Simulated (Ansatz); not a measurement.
Stackings of close-packed layers of MgS (capitals for Mg, lower case for the other element), each relaxed to a stress under 0.05 GPa; energies count from the stacking AcBaCb (Fm-3m).

Level of theory: DFT PBE, scalar-relativistic, plane waves, PAW in Ansatz.

Settings: cutoff 420 eV, Γ-centred mesh 9×9×3 on the computed 10-atom cell, Gaussian smearing of 0.02 eV; no spin polarisation.

Start (AcBcAcBaCb):

```yaml
crystal:
  lattice:
    - [3.69795, 0.00000, 0.00000]
    - [-1.84897, 3.20252, 0.00000]
    - [0.00000, 0.00000, 15.09687]
  atoms:
    - { symbol: Mg, position: [0.00000, 0.00000, 0.00000] }
    - { symbol: S, position: [0.66667, 0.33333, 0.10000] }
    - { symbol: Mg, position: [0.33333, 0.66667, 0.20000] }
    - { symbol: S, position: [0.66667, 0.33333, 0.30000] }
    - { symbol: Mg, position: [0.00000, 0.00000, 0.40000] }
    - { symbol: S, position: [0.66667, 0.33333, 0.50000] }
    - { symbol: Mg, position: [0.33333, 0.66667, 0.60000] }
    - { symbol: S, position: [0.00000, 0.00000, 0.70000] }
    - { symbol: Mg, position: [0.66667, 0.33333, 0.80000] }
    - { symbol: S, position: [0.33333, 0.66667, 0.90000] }
```

Problem. What does the relaxation give?

Solution. The free energy falls by 29 meV/atom.

| Property | Result |
| --- | --- |
| excess energy (meV/atom) | 94.5 |
| spacing of like layers (Å) | 3.126 |
| a (Å) | 3.667 |
| gap on the mesh (eV) | 2.23 |

Relaxed structure:
```yaml
crystal:
  lattice:
    - [3.66667, 0.00000, 0.00000]
    - [-1.83334, 3.17543, 0.00000]
    - [0.00000, 0.00000, 15.62859]
  atoms:
    - { symbol: Mg, position: [0.00000, 0.00000, 0.99394] }
    - { symbol: S, position: [0.66667, 0.33333, 0.09124] }
    - { symbol: Mg, position: [0.33333, 0.66667, 0.19534] }
    - { symbol: S, position: [0.66667, 0.33333, 0.30000] }
    - { symbol: Mg, position: [0.00000, 0.00000, 0.40466] }
    - { symbol: S, position: [0.66667, 0.33333, 0.50876] }
    - { symbol: Mg, position: [0.33333, 0.66667, 0.60606] }
    - { symbol: S, position: [0.00000, 0.00000, 0.70299] }
    - { symbol: Mg, position: [0.66667, 0.33333, 0.80000] }
    - { symbol: S, position: [0.33333, 0.66667, 0.89701] }
```

An odd mesh misses points on the zone edge, so a gap read on it can be too wide.

It took 82 s on 1 thread of Arm Neoverse V1 (shared host), peak memory 0.51 GiB.